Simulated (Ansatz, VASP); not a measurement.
**ZnAu in VASP and in Ansatz**

```
Zn Au
1.0
     3.14700    0.00000    0.00000
     0.00000    3.14700    0.00000
     0.00000    0.00000    3.14700
Zn Au
1 1
Direct
  0.50000 0.50000 0.50000
  0.00000 0.00000 0.00000
```

Alike in both runs: task single point; functional PBE; k mesh 6 × 6 × 6; occupations gaussian, width 0.1 eV; no spin polarisation.

|  | VASP | Ansatz |
| --- | --- | --- |
| version | VASP 6.6.1 | Ansatz 0.2.0 |
| potentials or method | VASP PAW PBE potentials, release 64 (Zn, Au) | scalar-relativistic, plane waves, PAW |
| plane-wave cutoff (eV) | 520 | 420 |
| valence electrons in the cell | 23 | 31 |

Ansatz gave:

* gap on the k mesh at the Fermi level (eV): none
* pressure (GPa): 5.0

Problem. Estimate VASP's values.

Solution. gap on the k mesh at the Fermi level (eV): none; pressure (GPa): 5.2.

A gap of «none» marks a metal or a gap that the smearing closes. The two sets of potentials don't hold the same shells in valence.

The runs have no spin-orbit coupling, so splittings on Au are missing.
